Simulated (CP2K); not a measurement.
# Li in CP2K: the effect of functional

The system is Li.

```
Li
1.0
     3.11100    0.00000    0.00000
    -1.55550    2.69421    0.00000
     0.00000    0.00000    5.09300
Li
2
Direct
  0.66667 0.33333 0.75000
  0.33333 0.66667 0.25000
```

This isn't the form of Li at room conditions, which is bcc.

Alike in all runs:

```yaml
Program: CP2K 2026.2
Task: single point
Potentials_or_basis: POTENTIAL_UZH Li GTH-PBE-q3; TZVP-MOLOPT-PBE-GTH basis
Density_cutoff: 9184 eV
k_mesh: 10 × 10 × 5
Occupations: fermi-dirac, width 0.05 eV
Spin: no spin polarisation
```

```tsv
functional	pressure (GPa)
LDA	?
PBEsol	-0.7
AM05	-0.4
rev-vdW-DF2	-0.6
HLE16	-2.1
r2SCAN	-0.2
```

Q: What does the run with functional LDA give?

A: Pressure -1.4 GPa.

Caveats: the potentials were made for another functional, which shifts forces and pressure; the basis of atomic orbitals isn't converged, which shifts pressures, moduli and gaps; the potentials were made for a functional far from this one (some runs).

Runs at the PBE level aren't shown here.
